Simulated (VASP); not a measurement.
LiCl (zincblende): gaps by functional in VASP

```xyz
2
Lattice="0.0000 2.7330 2.7330 2.7330 0.0000 2.7330 2.7330 2.7330 0.0000" Properties=species:S:1:pos:R:3 pbc="T T T"
Li    0.0000    0.0000    0.0000
Cl    1.3665    1.3665    1.3665
```

All runs share this cell. Band v is the last that the valence electrons fill when counted band by band, and c is the next. A negative gap between them is a band overlap, as in a metal.

Problem. Rank these levels of theory by the band gap that they give, smallest first.
A. r²SCAN
B. LDA
C. PBEsol
D. HSE06
E. PBE

Solution. B (5.64 eV), C (5.84 eV), E (6.06 eV), A (6.77 eV), D (7.38 eV).
